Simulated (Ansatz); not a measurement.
## Ionic part of the dielectric constant of BN at 16 GPa, mode by mode

Method: DFT PBE+D3(BJ), scalar-relativistic, plane waves, PAW (Ansatz). Cutoff 420 eV, 12×12×12 k-points (Γ-centred), fixed occupations. No spin polarisation. Phonons by linear response, acoustic sum rule imposed.

The structure is trigonal, space group R3m (No. 160). The conventional cell has a = 2.477 Å, b = 2.477 Å, c = 8.155 Å, α = 90.00°, β = 90.00°, γ = 120.00°. B (site symmetry 3m) has 3 N at 1.43 Å as nearest neighbours. N (site symmetry 3m) has 3 B at 1.43 Å as nearest neighbours.

The primitive cell has V = 14.44 Å³ and ε∞,yy = 5.396. Each polar mode adds Δε = (4.92064×10⁷/V)·S/ν² along y, with S its oscillator strength in e²/amu, ν in cm⁻¹ and V in Å³.

Question: From these modes, find each Δε and ε0,yy.
| ν (cm⁻¹) | S_yy (e²/amu) |
| --- | --- |
| 666.2 | 0.00072 |
| 1419.7 | 1.154 |

Answer:
```
ν (cm⁻¹)    Δε
   666.2  0.01
  1419.7  1.95
```

The sum is 1.956, so ε0,yy = 7.35; the run's tensor has 7.35.

Question: Where do the longitudinal modes lie for a wave vector along y?

Answer: At 666, 1657 cm⁻¹. The Lyddane–Sachs–Teller product Π(ν_LO/ν_TO)² = 1.36 matches ε0/ε∞ = 1.36.

This form isn't the usual stable structure of the compound at low pressure.

Cost: 1 run of about 0.55 core-minutes, on AMD EPYC 9R45 (Zen 5) (shared hosts).